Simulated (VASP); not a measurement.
A run of VASP 6.6.1 is set up as follows.

The input INCAR:

```
SYSTEM = Pt
PREC = Accurate
ENCUT = 600
EDIFF = 1E-6
ISMEAR = -1
SIGMA = 0.05
LREAL = .False.
LASPH = .True.
NELM = 60
ALGO = Normal
ISIF = 3
LWAVE = .False.
LCHARG = .False.
GGA = BF
LUSE_VDW = .True.
ZAB_VDW = -1.8867
IBRION = 2
NSW = 40
EDIFFG = -0.005
```

Contents of KPOINTS:

```
regular mesh
0
Gamma
  12 12 12
  0 0 0
```

The input POSCAR:

```
Pt
1.0
    0.0000000000      1.9609000000      1.9609000000
    1.9609000000      0.0000000000      1.9609000000
    1.9609000000      1.9609000000      0.0000000000
Pt
1
Direct
    0.0000000000      0.0000000000      0.0000000000
```

Potentials or basis: VASP PAW PBE potentials, release 64 (Pt).

Command:

```console
$ cat potpaw_PBE.64/Pt/POTCAR > POTCAR
$ mpirun -np 1 vasp_std > vasp.out
```

Task: Predict the space group after relaxing (to 0.05 Å).

Result: Fm-3m (No. 225).

Task: Predict the relaxed cell.

Result: a = 2.825 Å, b = 2.825 Å, c = 2.825 Å, α = 60.00°, β = 60.00°, γ = 60.00°.

Final structure:
```cif
data_structure
_symmetry_space_group_name_H-M 'P 1'
_symmetry_Int_Tables_number 1
_cell_length_a 2.8245
_cell_length_b 2.8245
_cell_length_c 2.8245
_cell_angle_alpha 60.000
_cell_angle_beta 60.000
_cell_angle_gamma 60.000
_cell_volume 15.93
loop_
_atom_site_label
_atom_site_type_symbol
_atom_site_fract_x
_atom_site_fract_y
_atom_site_fract_z
_atom_site_occupancy
Pt1 Pt 0.00000 0.00000 0.00000 1
```

 Zero-point motion and thermal expansion aren't in these numbers.
